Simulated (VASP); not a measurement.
# InSe (P6_3/mmc) in VASP: a series of runs, part 2 of 2

VASP 6.6.1. Earlier steps stand in the parts before.

## Step 4: Density of states, LDA

Input file POSCAR:

```
InSe
1.0
    4.0500000000      0.0000000000      0.0000000000
   -2.0250000000      3.5074028853      0.0000000000
    0.0000000000      0.0000000000     16.9300000000
In Se
4 4
Direct
    0.6666666667      0.3333333333      0.8430000000
    0.3333333333      0.6666666667      0.3430000000
    0.6666666667      0.3333333333      0.6570000000
    0.3333333333      0.6666666667      0.1570000000
    0.6666666667      0.3333333333      0.3980000000
    0.3333333333      0.6666666667      0.8980000000
    0.6666666667      0.3333333333      0.1020000000
    0.3333333333      0.6666666667      0.6020000000
```

Input file INCAR.step1:

```
SYSTEM = InSe
ALGO     = Normal         ! electronic algorithm
EDIFF    = 1E-6           ! SCF threshold, eV
ENCUT    = 520            ! plane-wave cutoff, eV
GGA      = CA             ! functional
ISIF     = 2              ! what is computed and relaxed
ISMEAR   = 0              ! smearing method
LASPH    = .TRUE.         ! aspherical terms in the spheres
LCHARG   = .TRUE.         ! write CHGCAR
LREAL    = .FALSE.        ! projectors in reciprocal space
LWAVE    = .FALSE.        ! write WAVECAR
NBANDS   = 48             ! bands
NELM     = 100            ! most SCF steps
PREC     = Accurate       ! precision mode
SIGMA    = 0.02           ! smearing width, eV
```

Input file KPOINTS.step1:

```
k-points
0
G
  6 6 2
  0 0 0
```

Input file INCAR.step2:

```
SYSTEM = InSe
ALGO     = Normal         ! electronic algorithm
EDIFF    = 1E-6           ! SCF threshold, eV
ENCUT    = 520            ! plane-wave cutoff, eV
GGA      = CA             ! functional
ICHARG   = 11             ! starting density
ISIF     = 2              ! what is computed and relaxed
ISMEAR   = -5             ! smearing method
LASPH    = .TRUE.         ! aspherical terms in the spheres
LCHARG   = .FALSE.        ! write CHGCAR
LORBIT   = 11             ! projections on sites
LREAL    = .FALSE.        ! projectors in reciprocal space
LWAVE    = .FALSE.        ! write WAVECAR
NBANDS   = 48             ! bands
NEDOS    = 2001           ! points of the DOS
NELM     = 100            ! most SCF steps
PREC     = Accurate       ! precision mode
SIGMA    = 0.02           ! smearing width, eV
```

Input file KPOINTS.step2:

```
k-points
0
G
  9 9 3
  0 0 0
```

Potentials or basis: VASP PAW LDA potentials, release 64 (In_d, Se).

Run with:

```sh
> cat potpaw_LDA.64/In_d/POTCAR potpaw_LDA.64/Se/POTCAR > POTCAR
> cp INCAR.step1 INCAR
> cp KPOINTS.step1 KPOINTS
> mpirun -np 1 vasp_std > vasp.out
> cp INCAR.step2 INCAR
> cp KPOINTS.step2 KPOINTS
> mpirun -np 1 vasp_std > vasp.out
```

OUTCAR:

```text
SYSTEM = InSe
   EDIFF = 1E-6
   ENCUT = 520
   GGA = CA
   ICHARG = 11
   ISIF = 2
   ISMEAR = -5
   LASPH = .TRUE.
   LORBIT = 11
   LREAL = .FALSE.
   NELM = 100
   PREC = Accurate

 ion  position               nearest neighbor table
   1  0.667  0.333  0.843-   6 2.52   6 2.52   6 2.52   3 3.15
   2  0.333  0.667  0.343-   5 2.52   5 2.52   5 2.52   4 3.15
   3  0.667  0.333  0.657-   8 2.52   8 2.52   8 2.52   1 3.15
   4  0.333  0.667  0.157-   7 2.52   7 2.52   7 2.52   2 3.15
   5  0.667  0.333  0.398-   2 2.52   2 2.52   2 2.52
   6  0.333  0.667  0.898-   1 2.52   1 2.52   1 2.52
   7  0.667  0.333  0.102-   4 2.52   4 2.52   4 2.52
   8  0.333  0.667  0.602-   3 2.52   3 2.52   3 2.52

  LATTYP: Found a hexagonal cell.
 ALAT       =     4.0500000000
 C/A-ratio  =     4.1802469136

  Lattice vectors:

 A1 = (   4.0500000000,   0.0000000000,   0.0000000000)
 A2 = (  -2.0250000000,   3.5074028853,   0.0000000000)
 A3 = (   0.0000000000,   0.0000000000,  16.9300000000)

Analysis of symmetry for initial positions (statically):
=====================================================================
 Subroutine PRICEL returns:
 Original cell was already a primitive cell.

 Routine SETGRP: Setting up the symmetry group for a
 hexagonal supercell.

 Subroutine GETGRP returns: Found 24 space group operations
 (whereof 12 operations were pure point group operations)
 out of a pool of 24 trial point group operations.

The static configuration has the point symmetry D_3d.
 The point group associated with its full space group is D_6h.

Analysis of symmetry for dynamics (positions and initial velocities):
=====================================================================
 Subroutine PRICEL returns:
 Original cell was already a primitive cell.

 Routine SETGRP: Setting up the symmetry group for a
 hexagonal supercell.
[... 154 lines left out ...]
 maximum number of plane-waves:      6525
 NGX is ok and might be reduce to    30

 number of electron      75.9999998 magnetization

 Free energy of the ion-electron system (eV)
  ---------------------------------------------------
  ext. energy  EPLUGINS =         0.00000000
  ---------------------------------------------------
  free energy    TOTEN  =       -31.72257088 eV

  energy without entropy =      -31.72257088  energy(sigma->0) =      -31.72257088

 E-fermi :   4.1071     XC(G=0):  -9.0428

 val. band max:        4.1225277665   @ k =   0.1111   0.0000   0.0000
 cond. band min:       4.0126774775   @ k =   0.0000   0.0000   0.0000
 fundamental gap:     -0.1098502890
 Fermi energy:         4.1070981452

 k-point     1 :       0.0000    0.0000    0.0000
  band No.  band energies     occupation
      1     -11.1486      2.00000
      2     -11.1356      2.00000
      3     -11.0531      2.00000
      4     -11.0332      2.00000
      5     -10.9351      2.00000
      6     -10.9351      2.00000
[... 1213 lines left out ...]
     47       8.9726      0.00000
     48       8.9774      0.00000

------------------------ aborting loop because EDIFF is reached ----------------------------------------

  FORCE on cell =-STRESS in cart. coord.  units (eV):
  Direction    XX          YY          ZZ          XY          YZ          ZX
  --------------------------------------------------------------------------------------
  -------------------------------------------------------------------------------------
  Total        8.7371256      8.7371256     -2.0237372      0.0000000     -0.0000000      0.0000000
  in kB       58.2078456     58.2078456    -13.4823953      0.0000000     -0.0000000      0.0000000
  external PRESSURE =      34.3110986 kB  Pullay stress =       0.0000000 kB

 VOLUME and BASIS-vectors are now :
 -----------------------------------------------------------------------------
  energy-cutoff  :      520.00
  volume of cell :      240.49
      direct lattice vectors                 reciprocal lattice vectors
     4.050000000  0.000000000  0.000000000     0.246913580  0.142555622  0.000000000
    -2.025000000  3.507402885  0.000000000     0.000000000  0.285111244  0.000000000
     0.000000000  0.000000000 16.930000000     0.000000000  0.000000000  0.059066745

 POSITION                                       TOTAL-FORCE (eV/Angst)
 -----------------------------------------------------------------------------------
      2.02500      1.16913     14.27199        -0.000000     -0.000000     -2.633900
     -0.00000      2.33827      5.80699         0.000000      0.000000     -2.633900
      2.02500      1.16913     11.12301        -0.000000     -0.000000      2.633900
     -0.00000      2.33827      2.65801         0.000000      0.000000      2.633900
      2.02500      1.16913      6.73814         0.000000      0.000000      1.672477
     -0.00000      2.33827     15.20314         0.000000     -0.000000      1.672477
      2.02500      1.16913      1.72686         0.000000      0.000000     -1.672477
     -0.00000      2.33827     10.19186         0.000000     -0.000000     -1.672477
 -----------------------------------------------------------------------------------
    total drift:                               -0.000000     -0.000000      0.000000

  FREE ENERGIE OF THE ION-ELECTRON SYSTEM (eV)
  ---------------------------------------------------
  free  energy   TOTEN  =       -31.7225708779 eV

  energy  without entropy=      -31.7225708779  energy(sigma->0) =      -31.72257088

 total charge

# of ion       s       p       d       tot
------------------------------------------
    1        0.877   0.718   9.900  11.495
    2        0.877   0.718   9.900  11.495
    3        0.877   0.718   9.900  11.495
    4        0.877   0.718   9.900  11.495
    5        1.466   2.414   0.029   3.909
    6        1.466   2.414   0.029   3.909
    7        1.466   2.414   0.029   3.909
    8        1.466   2.414   0.029   3.909
--------------------------------------------------
tot          9.374  12.525  39.715  61.615
```

Wall time 3.4 min (1 thread of AMD EPYC 9R45 (Zen 5), shared host); peak memory 0.33 GiB.

What came out:

| Quantity | Value |
| --- | --- |
| Valence electrons inside the program's atomic spheres | In 11.49; Se 3.91 |

Levels at points of the mesh, in eV from the Fermi level:
```tsv
k point	band 34	band 35	band 36	band 37	band 38	band 39	band 40	band 41	band 42	band 43
(0.00, 0.00, 0.00)	-2.20	-2.14	-2.14	-1.45	-0.56	-0.09	0.28	1.11	1.46	3.70
```

States per cell in windows of 0.5 eV (zero at the Fermi level; states under -8 eV left out):
| from (eV) | total | Se5_p | Se6_p | Se7_p | Se8_p | In1_p | In2_p |
| --- | --- | --- | --- | --- | --- | --- | --- |
| -8.0 | 0.00 | 0.00 | 0.00 | 0.00 | 0.00 | 0.00 | 0.00 |
| -7.5 | 1.19 | 0.06 | 0.06 | 0.06 | 0.06 | 0.01 | 0.01 |
| -7.0 | 2.27 | 0.13 | 0.13 | 0.13 | 0.13 | 0.02 | 0.02 |
| -6.5 | 1.66 | 0.09 | 0.09 | 0.09 | 0.09 | 0.01 | 0.01 |
| -6.0 | 1.58 | 0.07 | 0.07 | 0.07 | 0.07 | 0.01 | 0.01 |
| -5.5 | 0.40 | 0.03 | 0.03 | 0.03 | 0.03 | 0.00 | 0.00 |
| -5.0 | 0.98 | 0.08 | 0.08 | 0.08 | 0.08 | 0.03 | 0.03 |
| -4.5 | 2.39 | 0.21 | 0.21 | 0.21 | 0.21 | 0.07 | 0.07 |
| -4.0 | 3.40 | 0.32 | 0.32 | 0.32 | 0.32 | 0.11 | 0.11 |
| -3.5 | 4.61 | 0.48 | 0.48 | 0.48 | 0.48 | 0.13 | 0.13 |
| -3.0 | 3.77 | 0.43 | 0.43 | 0.43 | 0.43 | 0.08 | 0.08 |
| -2.5 | 1.37 | 0.17 | 0.17 | 0.17 | 0.17 | 0.03 | 0.03 |
| -2.0 | 0.00 | 0.00 | 0.00 | 0.00 | 0.00 | 0.00 | 0.00 |
| -1.5 | 1.38 | 0.07 | 0.07 | 0.07 | 0.07 | 0.07 | 0.07 |
| -1.0 | 2.00 | 0.15 | 0.15 | 0.15 | 0.15 | 0.07 | 0.07 |
| -0.5 | 0.54 | 0.05 | 0.05 | 0.05 | 0.05 | 0.01 | 0.01 |
| 0.0 | 0.09 | 0.01 | 0.01 | 0.01 | 0.01 | 0.00 | 0.00 |
| 0.5 | 0.30 | 0.02 | 0.02 | 0.02 | 0.02 | 0.00 | 0.00 |
| 1.0 | 1.83 | 0.08 | 0.08 | 0.08 | 0.08 | 0.03 | 0.03 |
| 1.5 | 3.14 | 0.12 | 0.12 | 0.12 | 0.12 | 0.08 | 0.08 |
| 2.0 | 2.30 | 0.08 | 0.08 | 0.08 | 0.08 | 0.07 | 0.07 |
| 2.5 | 0.37 | 0.01 | 0.01 | 0.01 | 0.01 | 0.01 | 0.01 |
| 3.0 | 3.02 | 0.06 | 0.06 | 0.06 | 0.06 | 0.15 | 0.15 |
| 3.5 | 3.60 | 0.09 | 0.09 | 0.09 | 0.09 | 0.18 | 0.18 |
| 4.0 | 2.95 | 0.08 | 0.08 | 0.08 | 0.08 | 0.14 | 0.14 |
| 4.5 | 2.12 | 0.07 | 0.07 | 0.07 | 0.07 | 0.10 | 0.10 |
| 5.0 | 0.16 | 0.00 | 0.00 | 0.00 | 0.00 | 0.01 | 0.01 |
| 5.5 | 0.00 | 0.00 | 0.00 | 0.00 | 0.00 | 0.00 | 0.00 |

Caveat: tetrahedron occupations give inexact forces and stress in metals.

## Step 5: For comparison

An earlier run on the cell as given: functional PBE; potentials or basis VASP PAW PBE potentials, release 64 (In_d, Se); cutoff 520 eV; k mesh 8 × 8 × 2; occupations fermi-dirac, width 0.05 eV; no spin polarisation.

* Pressure: 7.7 GPa
* Largest force: 2.893 eV/Å
* Band gap on the k mesh: none (metal or under the smearing width)

## Step 6: The runs side by side

| task | level | potentials or basis | cell | k mesh | cutoff (eV) | smearing | k mesh for the DOS | occupations for the DOS | gap on the mesh (eV) | pressure (GPa) | largest force (eV/Å) |
| --- | --- | --- | --- | --- | --- | --- | --- | --- | --- | --- | --- |
| phonons | LDA | VASP PAW LDA potentials, release 64 (In_d, Se) | relaxed | 5 × 5 × 2 | 600 | gaussian 0.02 eV | - | - | - | - | - |
| optical spectrum | LDA | VASP PAW LDA potentials, release 64 (In_d, Se) | as given | 6 × 6 × 2 | 520 | gaussian 0.02 eV | - | - | none | 3.6 | 2.62 |
| density of states | LDA | VASP PAW LDA potentials, release 64 (In_d, Se) | as given | 6 × 6 × 2 | 520 | gaussian 0.02 eV | 9 × 9 × 3 | tetrahedron | - | - | - |
| single point | PBE | VASP PAW PBE potentials, release 64 (In_d, Se) | as given | 8 × 8 × 2 | 520 | fermi-dirac 0.05 eV | - | - | none | 7.7 | 2.89 |

Alike in all rows: no spin polarisation.

Caveats: forces of over 1 eV/Å show positions far from the minimum, so gaps and moduli don't describe the material at rest (some runs); spectra need much finer meshes, so this one isn't converged (some runs); independent-particle spectra lack excitons (some runs); the intraband (Drude) part of a metal's response may be missing (some runs); tetrahedron occupations give inexact forces and stress in metals (some runs); this functional lacks dispersion, which binds the layers, so the pressure and a relaxed spacing across them are unreliable (some runs).

Absolute energies hang on the potentials; compare differences alone.
